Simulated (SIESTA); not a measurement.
The system is TePb.

```
CELL_PARAMETERS angstrom
0.00000 3.23100 3.23100
3.23100 0.00000 3.23100
3.23100 3.23100 0.00000
ATOMIC_POSITIONS crystal
Pb 0.00000 0.00000 0.00000
Te 0.50000 0.50000 0.50000
```

Base run:

| Quantity | Value |
| --- | --- |
| Program | SIESTA 5.4.2 |
| Functional | BLYP |
| Potentials or basis | PseudoDojo 0.4 standard (PBE files) |
| Basis | DZP (energy shift 0.002 Ry) |
| Grid cutoff | 500 Ry |
| Energy shift | 0.002 Ry |
| k mesh | 7 × 7 × 7 |
| Occupations | fermi-dirac, width 0.05 eV |
| Spin | no spin polarisation |

Its results: pressure 6.1 GPa.

Question: After a change of settings the same cell gave: pressure 1.1 GPa. Which change was it?
A. functional from BLYP to PBE
B. functional from BLYP to PBE; basis from DZP (energy shift 0.002 Ry) to DZ (energy shift 0.002 Ry)
C. functional from BLYP to PBE; basis from DZP (energy shift 0.002 Ry) to SZ (energy shift 0.002 Ry)
D. functional from BLYP to vdW-DF-cx

Answer: D.

Caveats: semicore shells carry a single zeta, which can move pressures by several GPa and volumes by a few percent; the potentials were made for another functional, which shifts forces and pressure; the basis of atomic orbitals isn't converged, which shifts pressures, moduli and gaps.

Not every run made on this cell is shown here.
